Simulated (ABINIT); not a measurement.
A run of ABINIT 10.8.3 (patched build):

Contents of run.abi:

```
pp_dirpath "./"
pseudos "Ga.GGA_PBE-JTH.xml, N.GGA_PBE-JTH.xml"

acell 6.0224269985 6.0224269985 6.0224269985
rprim
     0.0000000000     0.7071067812     0.7071067812
     0.7071067812     0.0000000000     0.7071067812
     0.7071067812     0.7071067812     0.0000000000
ntypat 2
znucl 31 7
natom 2
typat 1 2
xcart
     0.0000000000     0.0000000000     0.0000000000
     2.1292494849     2.1292494849     2.1292494849

ecut 31.0
pawecutdg 53.0
pawxcdev 0

kptopt 1
ngkpt 10 10 10
nshiftk 1
shiftk 0.0 0.0 0.0

ixc 11

nband 13
occopt 3
tsmear 0.05 eV

nstep 100
tolvrs 1.0e-9

iomode 3
prtwf 0
prtden 0
prteig 0
prtebands 0
enunit 1
```

Potentials or basis: JTH PAW PBE v2.0.

Command:

```console
$ abinit run.abi > log 2>&1
```

Hardware: 1 thread of Arm Neoverse V2, with other jobs on the host.

Problem. How long does it take, and how much memory?

Solution. Wall time 24 s on 1 thread of Arm Neoverse V2 (shared host), peak memory 0.12 GiB. Counts: scf iterations 13, mpi ranks 1, k points 47, bands 13, plane waves 1296.
